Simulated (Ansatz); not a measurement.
Ansatz input file:

```yaml
crystal:
  lattice:
    - [0.0, 3.4390000555, 3.4390000555]
    - [3.4390000555, 0.0, 3.4390000555]
    - [3.4390000555, 3.4390000555, 0.0]
  atoms:
    - { symbol: Pb, position: [0.5, 0.5, 0.5] }
    - { symbol: Pb, position: [0.763085199, 0.763085199, 0.736914801] }
basis:
  ecutwfc: 420
kpoints:
  mp_grid: { grid: [10, 10, 10] }
hamiltonian:
  xc: pbesol
scf:
  occupations: { method: gaussian, width: 0.1 }
output:
  forces: true
  stress: true
  eigenvalues: true
```

Run as
```bash
ansatz run input.yaml --threads 1 --pin off --max-ram 1331MiB --backend cpu --events-out ev --progress --plain --runs-dir out
```

All numbers below come from DFT PBEsol, scalar-relativistic, plane waves, PAW in Ansatz.

From the run's log, abridged:

```
Pseudopotentials: kind: paw
Pseudopotential: Pb, paw, valence charge 14, recommended cutoff 420 eV (normal)
Functional definition: PBEsol
Crystal: 2 atoms, lattice volume = 81.344 Å³
Basis set: ecut = 420 eV, 1639 PW (Γ), exchange–correlation on 72×72×72 points (8 copies of the dense FFT grid, shifted against one another)
Bands: 18, of which v1, the nominal top of the filled ones, is band 14 counted from 1 (13 counted from 0)
Symmetry: 8 space group operations
Space group: Imma (ITA 74), of the structure as read, at distance tolerance 4.3e-5 Å
k-points: 171 of 1000
Initial density: superposition of atomic densities (neutral atoms: chi_scale 0, normalization atom), corrected by the library's trained network
Initial wavefunctions: pseudopotential atomic-orbital guess
Functional: x = pbesol(κ = 0.804, μ = 0.12345679), c = pbesol(β = 0.046)
SCF iter   1: F=—  HF=-23509.219210 eV  |F-HF|=—  |Δ(HF+E_count)|=         —  Δρ=1.95e-3  dr2=4.63e-3  ethr=1.77e-3  ⟨swp⟩=6.1  Hψ=16155  notcnv=0
SCF iter   2: F=—  HF=-23509.216255 eV  |F-HF|=—  |Δ(HF+E_count)|=   2.96e-3  Δρ=1.09e-3  dr2=1.84e-3  ethr=1.65e-5  ⟨swp⟩=2.3  Hψ=6889  notcnv=0
SCF iter   3: F=—  HF=-23509.216016 eV  |F-HF|=—  |Δ(HF+E_count)|=   2.38e-4  Δρ=4.65e-4  dr2=2.17e-4  ethr=6.56e-6  ⟨swp⟩=2.0  Hψ=5474  notcnv=0
SCF iter   4: F=—  HF=-23509.216109 eV  |F-HF|=—  |Δ(HF+E_count)|=   9.25e-5  Δρ=3.29e-4  dr2=1.24e-4  ethr=7.74e-7  ⟨swp⟩=2.0  Hψ=5336  notcnv=0
SCF iter   5: F=—  HF=-23509.216104 eV  |F-HF|=—  |Δ(HF+E_count)|=   4.54e-6  Δρ=1.18e-4  dr2=1.37e-5  ethr=4.44e-7  ⟨swp⟩=3.0  Hψ=5519  notcnv=0
SCF iter   6: F=—  HF=-23509.216114 eV  |F-HF|=—  |Δ(HF+E_count)|=   9.63e-6  Δρ=1.56e-5  dr2=2.51e-7  ethr=4.89e-8  ⟨swp⟩=2.9  Hψ=5504  notcnv=0
SCF iter   7: F=-23509.216114 eV  HF=-23509.216114 eV  |F-HF|=8.78e-9  |Δ(HF+E_count)|=   2.37e-7  Δρ=5.42e-6  dr2=2.00e-8  ethr=3.57e-10  ⟨swp⟩=7.0  Hψ=13564  notcnv=0
SCF 1 converged in 7 iterations: F = -23509.216114 eV  dr2 = 2.00e-8
SCF converged after 7 iterations
Free energy (F): -23509.216114 eV
Harris-Foulkes:  -23509.216114 eV  (|F-HF|=8.78e-9)
Internal energy: -23509.213411 eV  (E = F + TS)
E sigma→0 (E₀):  -23509.214762 eV
Entropy (-TS):   -0.002703 eV (-1.352 meV/atom)
Fermi energy:    6.922594 eV
--- Per-component energies (eV) ---
  E_band       = -184.142501
  E_kinetic    = 581.023389
  E_local      = -2737.384220  (includes V_loc(G=0)·N_el)
  E_nonlocal   = 703.747113
  E_hartree    = 1105.401633
  E_xc         = -436.187223
  E_vxc        = -263.446976  (∫ρ·V_xc dr)
  E_paw        = -20516.097779  (= ΣΔE_a)
  E_vpaw       = -678.877508  (= ΣTr[D̂ρ^β])
  E_aug_tail   = 0.000100  (compensation charges beyond the density's cutoff)
  E_ewald      = -2209.840656
  E_core_change = 0.124233  (= ΣΔE_core)
  E_smearing   = -0.002703  (= −TS)
--- Forces (eV/Å), atoms counted from 1 ---
  atom   1  Pb     0.00000000     0.00000000     0.44021636
  atom   2  Pb     0.00000000     0.00000000    -0.44021636
--- Stress (GPa, compression-positive) ---
        0.550850      -1.279146       0.000000
       -1.279146       0.550850       0.000000
        0.000000       0.000000       0.409495
  P = ⅓ Tr σ = 0.5037 GPa (5.037 kbar)
--- Band table (eV; the first three rows and the last of 171) ---
  k-point 0: bands = ["-10.2863", "-10.2602", "-10.2156", "-10.1770", "-10.1728", "-9.7590", "-9.7367", "-9.7266", "-9.7174", "-9.7122", "-4.2488", "2.9812", "7.0573", "7.3148", "7.5469", "9.0655", "9.2971", "9.5559"]
  k-point 1: bands = ["-10.2937", "-10.2650", "-10.2141", "-10.1658", "-10.1605", "-9.7658", "-9.7552", "-9.7468", "-9.7031", "-9.6937", "-4.1656", "2.6869", "6.9058", "7.0885", "7.2831", "9.3162", "9.5116", "9.7560"]
  k-point 2: bands = ["-10.3078", "-10.2738", "-10.2063", "-10.1428", "-10.1360", "-9.7838", "-9.7816", "-9.7700", "-9.6880", "-9.6744", "-3.9250", "1.9548", "6.5812", "6.5884", "6.8900", "9.7925", "10.1635", "10.2052"]
  k-point 170: bands = ["-10.3493", "-10.2872", "-10.1765", "-10.1367", "-9.9866", "-9.8993", "-9.8505", "-9.8140", "-9.6414", "-9.6167", "-1.8115", "-1.3524", "4.8513", "4.9853", "7.5295", "7.9124", "13.9084", "14.2688"]
```

The calculation finished and met its thresholds.

Spin–orbit coupling is left out, which can shift energies with elements as heavy as these.